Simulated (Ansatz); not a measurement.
Vibrational response of LiBr at 3 GPa

Computed with DFT PBEsol, scalar-relativistic, plane waves, PAW (Ansatz). Settings: 420 eV plane-wave cutoff, Γ-centred 8×8×8 mesh, fixed occupations. No spin polarisation. Phonons by linear response, acoustic sum rule imposed.

The cell, relaxed at 3 GPa:
```
CELL_PARAMETERS angstrom
0.00000 2.62894 2.62894
2.62894 0.00000 2.62894
2.62894 2.62894 0.00000
ATOMIC_POSITIONS crystal
Li 0.00000 0.00000 0.00000
Br 0.50000 0.50000 0.50000
```

Optical modes at Γ (transverse, no macroscopic field); i marks an imaginary frequency:
```csv
frequency (THz),degeneracy,IR intensity of the level ((D/Å)²/amu)
6.92,3,15.61
```

All 3 optical modes at Γ are real: no displacement of atoms at fixed cell lowers the energy to second order. Strains and modes at other wave vectors aren't tested by this run.

- Electronic dielectric constant ε∞ (principal values): 3.73
- Static dielectric constant ε0 (principal values): 9.5
- Refractive index √ε∞, mean: 1.93
- Kohn–Sham gap on the mesh: 5.42 eV

Born effective charges (e):
```csv
atom,Z*xx,Z*yy,Z*zz,mean
Li (atom 1),1.20,1.20,1.20,1.20
Br (atom 2),-1.20,-1.20,-1.20,-1.20
```